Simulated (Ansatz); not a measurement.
# HgTe: stress in a strained cell

Aim: deform HgTe (equal xy, yz and zx engineering shear strains of -2 %) and compute stress, forces and field gradients with LAPW, PAW and all-electron datasets made for the crystal.

Program: Ansatz 0.2.0. Level of theory: DFT PBEsol, scalar-relativistic. These are calculated values, not measurements.

## 1. The starting structure

It takes space group Fm-3m (No. 225, cubic). Conventional cell: a = 5.843 Å, b = 5.843 Å, c = 5.843 Å, α = 90.00°, β = 90.00°, γ = 90.00°. Hg (site symmetry m-3m) is surrounded by 6 Te at 2.92 Å. Te (site symmetry m-3m) is surrounded by 6 Hg at 2.92 Å.

As a file:

```xyz
2
Lattice="0.0000 2.9215 2.9215 2.9215 0.0000 2.9215 2.9215 2.9215 0.0000" Properties=species:S:1:pos:R:3 pbc="T T T"
Hg    0.0000    0.0000    0.0000
Te    2.9215    2.9215    2.9215
```

Atoms are numbered in the order of the input: Hg1, Te2.

## 2. After the deformation

Space group Fm-3m before, R-3m after.

## 3. All-electron LAPW

Contents of input.yaml:

```yaml
crystal:
  lattice:
    - [-0.05843, 2.892285, 2.892285]
    - [2.892285, -0.05843, 2.892285]
    - [2.892285, 2.892285, -0.05843]
  atoms:
    - { symbol: Hg, position: [0.0, 0.0, 0.0] }
    - { symbol: Te, position: [0.5, 0.5, 0.5] }
kpoints:
  mp_grid: { grid: [12, 12, 12] }
  band_path:
    path:
      - [0.0, 0.0, 0.0]
      - [0.5, 0.5, 0.5]
      - [0.2551801333, 0.5, 0.7448198667]
      - [-0.2551801333, 0.2551801333, 0.5]
      - [0.0, 0.0, 0.5]
      - [0.0, 0.0, 0.0]
      - [-0.3775900666, 0.0, 0.3775900666]
      - [0.0, 0.3775900666, 0.6224099334]
      - [0.0, 0.5, 0.5]
    npoints: 5
scf:
  occupations: { method: fermi_dirac, width: 0.08 }
hamiltonian:
  xc: pbesol
  pseudopotentials: { kind: all_electron, lapw: { basis_error: 0.001 } }
output:
  forces: true
  stress: true
  eigenvalues: true
```

Launch:

```
> ansatz run input.yaml --threads 1 --pin off --max-ram 3072MiB --backend cpu --events-out ev --progress --plain --runs-dir out
```

## 4. Frozen-core PAW

Contents of input.yaml:

```yaml
crystal:
  lattice:
    - [-0.05843, 2.892285, 2.892285]
    - [2.892285, -0.05843, 2.892285]
    - [2.892285, 2.892285, -0.05843]
  atoms:
    - { symbol: Hg, position: [0.0, 0.0, 0.0] }
    - { symbol: Te, position: [0.5, 0.5, 0.5] }
kpoints:
  mp_grid: { grid: [12, 12, 12] }
scf:
  occupations: { method: fermi_dirac, width: 0.08 }
hamiltonian:
  xc: pbesol
  pseudopotentials: { kind: paw }
output:
  forces: true
  stress: true
  eigenvalues: true
  efg: { contact_densities: true }
  write_density: true
  write_potential: true
  elf: true
  volumetric_format: npy
```

## 5. All-electron PAW on datasets made for the crystal

input.yaml: that of step 4 with these lines changed.

```diff
@@ -14,3 +14,3 @@
   xc: pbesol
-  pseudopotentials: { kind: paw }
+  pseudopotentials: { kind: all_electron, datasets: crystal }
 output:
@@ -20,5 +20 @@
   efg: { contact_densities: true }
-  write_density: true
-  write_potential: true
-  elf: true
-  volumetric_format: npy
```

(Steps that only read results are left out.)

What does the calculation give? Wanted: pressure; largest shear or deviatoric stress.

The runs gave:

| quantity | value |
| --- | --- |
| pressure | LAPW 6.08, PAW 6.07, crystal datasets 6.08 GPa |
| largest shear or deviatoric stress (LAPW) | 0.29 GPa |

The largest part of the stress beyond the pressure is 0.29 GPa in size; the atoms are carried along and not relaxed. No run of the undeformed cell stands beside it, so the pressure holds what the given cell had before the change. PAW: stress within 0.01 GPa of LAPW. Crystal datasets: stress within 0.01 GPa of LAPW. Spin-orbit coupling is left out, though the cell holds Hg; in elements this heavy it can shift bands and gaps by tenths of an eV.
